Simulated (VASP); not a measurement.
# Ir (Fm-3m) in VASP: notebook

One crystal, Ir, is run at these levels: PBE; tasks: band structure, density of states.

Program: VASP 6.6.1. These are calculated values, not measurements. Logs are shortened: lines on timing, memory, paths and dates and some standing lists are left out, and cuts for length are marked.

## Step 1: Starting point

It takes space group Fm-3m (No. 225, cubic). Conventional cell: a = 3.835 Å, b = 3.835 Å, c = 3.835 Å, α = 90.00°, β = 90.00°, γ = 90.00°. Ir (site symmetry m-3m) has 12 Ir at 2.71 Å as nearest neighbours.

## Step 2: Band structure, PBE, spin-orbit coupling, no magnetisation

Contents of INCAR:

```
PREC = Accurate
ENCUT = 520
EDIFF = 1E-6
ISMEAR = 1
SIGMA = 0.1
LREAL = False
LASPH = True
NELM = 80
ALGO = Normal
ISIF = 2
LWAVE = False
LCHARG = False
MAGMOM = 0 0 0
LORBIT = 11
LSORBIT = True
GGA_COMPAT = False
LMAXMIX = 4
GGA = PE
NBANDS = 20
KPAR = 4
```

Contents of KPOINTS:

```
Automatic mesh
0
Gamma
  16 16 16
```

Contents of POSCAR:

```
Ir                                      
1.0
    0.0000000000      1.9172882887      1.9172882887
    1.9172882887      0.0000000000      1.9172882887
    1.9172882887      1.9172882887      0.0000000000
  Ir            
     1
Direct
     0.0000000000000000    0.0000000000000000    0.0000000000000000
```

Contents of KPOINTS_OPT:

```
explicit points
252
Reciprocal
 0.0000000000  0.0000000000  0.0000000000 1
 0.0357142857  0.0000000000  0.0357142857 1
 0.0714285714  0.0000000000  0.0714285714 1
 0.1071428571  0.0000000000  0.1071428571 1
 0.1428571429  0.0000000000  0.1428571429 1
 0.1785714286  0.0000000000  0.1785714286 1
[... 244 lines left out ...]
 0.4924546700  0.0075453300  0.5000000000 1
 0.5075453300 -0.0075453300  0.5000000000 1
```

Potentials or basis: VASP PAW PBE potentials, release 64 (Ir).

Started as:

```
$ cat potpaw_PBE.64/Ir/POTCAR > POTCAR
$ mpirun -np 4 vasp_ncl > vasp.out
```

OUTCAR:

```text
PREC = Accurate
   ENCUT = 520
   EDIFF = 1E-6
   ISMEAR = 1
   LREAL = False
   LASPH = True
   NELM = 80
   ISIF = 2
   LORBIT = 11
   LSORBIT = True
   GGA = PE

 ion  position               nearest neighbor table
   1  0.000  0.000  0.000-

  LATTYP: Found a face centered cubic cell.
 ALAT       =     3.8345765774

  Lattice vectors:

 A1 = (   0.0000000000,   1.9172882887,   1.9172882887)
 A2 = (   1.9172882887,   0.0000000000,   1.9172882887)
 A3 = (   1.9172882887,   1.9172882887,   0.0000000000)

Analysis of symmetry for initial positions (statically):
=====================================================================
 Subroutine PRICEL returns:
 Original cell was already a primitive cell.

 Routine SETGRP: Setting up the symmetry group for a
 face centered cubic supercell.

 Subroutine GETGRP returns: Found 48 space group operations
 (whereof 48 operations were pure point group operations)
 out of a pool of 48 trial point group operations.

The static configuration has the point symmetry O_h .

Analysis of symmetry for dynamics (positions and initial velocities):
=====================================================================
 Subroutine PRICEL returns:
 Original cell was already a primitive cell.

 Routine SETGRP: Setting up the symmetry group for a
 face centered cubic supercell.

 Subroutine GETGRP returns: Found 48 space group operations
 (whereof 48 operations were pure point group operations)
 out of a pool of 48 trial point group operations.

The dynamic configuration has the point symmetry O_h .

Analysis of structural, dynamic, and magnetic symmetry:
=====================================================================
 Subroutine PRICEL returns:
 Original cell was already a primitive cell.

 Routine SETGRP: Setting up the symmetry group for a
 face centered cubic supercell.

 Subroutine GETGRP returns: Found 48 space group operations
 (whereof 48 operations were pure point group operations)
 out of a pool of 48 trial point group operations.

The overall configuration has the point symmetry O_h .

 Subroutine INISYM returns: Found 48 space group operations
 (whereof 48 operations are pure point group operations),
 and found     1 'primitive' translations

[... 131 lines left out ...]
 number of electron       9.0000000 magnetization       0.0000000      0.0000000     -0.0000000

 number of electron       9.0000000 magnetization      -0.0000000     -0.0000000      0.0000000

 Free energy of the ion-electron system (eV)
  ---------------------------------------------------
  ext. energy  EPLUGINS =         0.00000000
  ---------------------------------------------------
  free energy    TOTEN  =        -9.20703989 eV

  energy without entropy =       -9.20618608  energy(sigma->0) =       -9.20675529

 E-fermi :  10.5029     XC(G=0): -14.0092

 val. band max:       10.5025904995   @ k =   0.4375   0.3750   0.0625
 cond. band min:      10.5105075379   @ k =  -0.1875   0.1250   0.0000
 fundamental gap:      0.0079170384
 Fermi energy:        10.5029303768

 k-point     1 :       0.0000    0.0000    0.0000
  band No.  band energies     occupation
      1      -0.6855      1.00000
      2      -0.6855      1.00000
      3       6.2105      1.00000
      4       6.2105      1.00000
      5       6.2105      1.00000
      6       6.2105      1.00000
[... 541 lines left out ...]
     19      31.4357      0.00000
     20      31.4357      0.00000

 [... further k-points ...]

------------------------ aborting loop because EDIFF is reached ----------------------------------------

  FORCE on cell =-STRESS in cart. coord.  units (eV):
  Direction    XX          YY          ZZ          XY          YZ          ZX
  --------------------------------------------------------------------------------------
  -------------------------------------------------------------------------------------
  Total        1.0842896      1.0842896      1.0842896     -0.0000000      0.0000000      0.0000000
  in kB      123.2433801    123.2433801    123.2433801     -0.0000000      0.0000000      0.0000000
  external PRESSURE =     123.2433801 kB  Pullay stress =       0.0000000 kB

 VOLUME and BASIS-vectors are now :
 -----------------------------------------------------------------------------
  energy-cutoff  :      520.00
  volume of cell :       14.10
      direct lattice vectors                 reciprocal lattice vectors
     0.000000000  1.917288289  1.917288289    -0.260784986  0.260784986  0.260784986
     1.917288289  0.000000000  1.917288289     0.260784986 -0.260784986  0.260784986
     1.917288289  1.917288289  0.000000000     0.260784986  0.260784986 -0.260784986

 POSITION                                       TOTAL-FORCE (eV/Angst)
 -----------------------------------------------------------------------------------
      0.00000      0.00000      0.00000        -0.000000     -0.000000     -0.000000
 -----------------------------------------------------------------------------------
    total drift:                                0.000000     -0.000000      0.000000

  FREE ENERGIE OF THE ION-ELECTRON SYSTEM (eV)
  ---------------------------------------------------
  free  energy   TOTEN  =        -9.2070398866 eV

  energy  without entropy=       -9.2061860844  energy(sigma->0) =       -9.20675529

 Spin-Orbit-Coupling matrix elements

 Ion:    1  E_soc:     -0.7730378
 l=   1
     0.0000000    -0.0391860    -0.0391860
    -0.0391860     0.0000000    -0.0391860
    -0.0391860    -0.0391860     0.0000000
 l=   2
     0.0000000    -0.0155711     0.0000000    -0.0155711    -0.0740825
    -0.0155711     0.0000000    -0.0555618    -0.0155711    -0.0185206
     0.0000000    -0.0555618     0.0000000    -0.0555618     0.0000000
    -0.0155711    -0.0155711    -0.0555618     0.0000000    -0.0185206
    -0.0740825    -0.0185206     0.0000000    -0.0185206     0.0000000
 l=   3
     0.0000000     0.0000000     0.0000000     0.0000000     0.0000000     0.0000000     0.0000000
     0.0000000     0.0000000     0.0000000     0.0000000     0.0000000     0.0000000     0.0000000
     0.0000000     0.0000000     0.0000000     0.0000000     0.0000000     0.0000000     0.0000000
     0.0000000     0.0000000     0.0000000     0.0000000     0.0000000     0.0000000     0.0000000
     0.0000000     0.0000000     0.0000000     0.0000000     0.0000000     0.0000000     0.0000000
     0.0000000     0.0000000     0.0000000     0.0000000     0.0000000     0.0000000     0.0000000
     0.0000000     0.0000000     0.0000000     0.0000000     0.0000000     0.0000000     0.0000000

 total charge

# of ion       s       p       d       tot
------------------------------------------
    1        0.676   0.760   6.981   8.416

 magnetization (x)

# of ion       s       p       d       tot
------------------------------------------
    1        0.000   0.000   0.000   0.000

 magnetization (y)

# of ion       s       p       d       tot
------------------------------------------
    1        0.000  -0.000   0.000  -0.000

 magnetization (z)

# of ion       s       p       d       tot
------------------------------------------
    1        0.000   0.000   0.000   0.000
```

OSZICAR:

```text
N       E                     dE             d eps       ncg     rms          rms(c)
DAV:   1     0.747568764138E+02    0.74757E+02   -0.39747E+03  5808   0.894E+02
DAV:   2    -0.761199287767E+01   -0.82369E+02   -0.72807E+02  5996   0.261E+02
DAV:   3    -0.971615546702E+01   -0.21042E+01   -0.20668E+01  6912   0.498E+01
[... 21 lines left out ...]
       N       E                     dE             ncg
DAV:   1     0.321696513377E+05   -0.25854E+05     4304
DAV:   2     0.233324473806E+05   -0.88372E+04     4424
DAV:   3     0.231217733675E+05   -0.21067E+03     5004
DAV:   4     0.231186985797E+05   -0.30748E+01     5004
DAV:   5     0.231186062574E+05   -0.92322E-01     5004
DAV:   6     0.231186027233E+05   -0.35340E-02     5296
DAV:   7     0.231186025916E+05   -0.13177E-03     4884
DAV:   8     0.231186025861E+05   -0.55205E-05     3928
DAV:   9     0.231186025856E+05   -0.42503E-06     2612
```

stdout:

```text
POSCAR found type information on POSCAR Ir
 POSCAR found :  1 types and       1 ions
 scaLAPACK will be used
 LDA part: xc-table for (Slater+PW92), standard interpolation
 POSCAR, INCAR and KPOINTS ok, starting setup
 FFT: planning ... GRIDC
 FFT: planning ... GRID_SOFT
 FFT: planning ... GRID
 WAVECAR not read
 entering main loop
 Start KPOINTS_OPT (optional k-point list driver)
k-point batch [1-145\252]
k-point batch [146-252\252]
```

Run time: 27 s. Hardware: 4 MPI ranks of Intel Xeon Platinum 8488C (Sapphire Rapids), shared host; peak memory 0.23 GiB.

Results:

```
Free energy                                           : -9.2070 eV
Pressure                                              : 12.3 GPa
Valence electrons inside the program's atomic spheres : Ir 8.42
```

## Step 3: Density of states, PBE

POSCAR is that of step 2.

Contents of INCAR.step1:

```
PREC = Accurate
ENCUT = 520
EDIFF = 1E-6
ISMEAR = 1
SIGMA = 0.1
LREAL = False
LASPH = True
NELM = 80
ALGO = Normal
ISIF = 2
LWAVE = False
LCHARG = True
LMAXMIX = 4
GGA = PE
NBANDS = 10
KPAR = 4
```

Contents of KPOINTS.step1:

```
Automatic mesh
0
Gamma
  16 16 16
```

Contents of INCAR.step2:

```
PREC = Accurate
ENCUT = 520
EDIFF = 1E-6
ISMEAR = -5
SIGMA = 0.1
LREAL = False
LASPH = True
NELM = 80
ALGO = Normal
ISIF = 2
LWAVE = False
LCHARG = False
LMAXMIX = 4
GGA = PE
LORBIT = 11
NBANDS = 10
KPAR = 4
NEDOS = 2001
ICHARG = 11
```

Contents of KPOINTS.step2:

```
Automatic mesh
0
Gamma
  24 24 24
```

Potentials or basis: VASP PAW PBE potentials, release 64 (Ir).

Started as:

```
$ cat potpaw_PBE.64/Ir/POTCAR > POTCAR
$ cp INCAR.step1 INCAR
$ cp KPOINTS.step1 KPOINTS
$ mpirun -np 4 vasp_std > vasp.out
$ cp INCAR.step2 INCAR
$ cp KPOINTS.step2 KPOINTS
$ mpirun -np 4 vasp_std > vasp.out
```

It took 9 s on 4 MPI ranks of Intel Xeon Platinum 8488C (Sapphire Rapids), shared host; peak memory 0.16 GiB.

The run converged. Its results:

* Valence electrons inside the program's atomic spheres: Ir 8.41

Levels at points of the mesh, in eV from the Fermi level:
| k point | band 2 | band 3 | band 4 | band 5 | band 6 | band 7 |
| --- | --- | --- | --- | --- | --- | --- |
| (0.00, 0.00, 0.00) | -3.90 | -3.90 | -3.90 | -1.19 | -1.19 | 14.32 |
| (0.50, 0.00, 0.00) | -4.00 | -4.00 | -0.77 | 0.92 | 0.92 | 7.31 |
| (0.50, 0.50, 0.00) | -7.37 | 0.88 | 1.50 | 1.50 | 1.70 | 10.57 |

States per cell in windows of 0.5 eV (zero at the Fermi level; states under -8 eV left out):
```csv
from (eV),total,Ir1_d,Ir1_p,Ir1_s
-8.0,0.32,0.16,0.02,0.10
-7.5,0.57,0.36,0.04,0.12
-7.0,0.58,0.43,0.03,0.07
-6.5,0.52,0.41,0.04,0.04
-6.0,0.44,0.36,0.04,0.01
-5.5,0.52,0.42,0.05,0.01
-5.0,0.61,0.50,0.06,0.01
-4.5,0.64,0.52,0.07,0.02
-4.0,0.79,0.64,0.08,0.02
-3.5,0.74,0.63,0.06,0.02
-3.0,0.49,0.39,0.05,0.01
-2.5,0.46,0.38,0.04,0.01
-2.0,0.64,0.55,0.04,0.01
-1.5,0.46,0.40,0.03,0.01
-1.0,0.42,0.37,0.02,0.00
-0.5,0.45,0.41,0.02,0.00
0.0,0.50,0.47,0.02,0.00
0.5,0.78,0.73,0.02,0.01
1.0,0.38,0.35,0.01,0.01
1.5,0.13,0.10,0.02,0.01
2.0,0.14,0.10,0.03,0.01
2.5,0.13,0.08,0.03,0.01
3.0,0.13,0.08,0.03,0.01
3.5,0.14,0.08,0.04,0.02
4.0,0.13,0.06,0.04,0.02
4.5,0.12,0.05,0.04,0.02
5.0,0.12,0.05,0.04,0.02
5.5,0.10,0.04,0.03,0.02
6.0,0.10,0.03,0.03,0.03
6.5,0.11,0.04,0.02,0.04
7.0,0.19,0.06,0.03,0.07
7.5,0.17,0.05,0.05,0.06
```

Caveat: tetrahedron occupations give inexact forces and stress in metals.
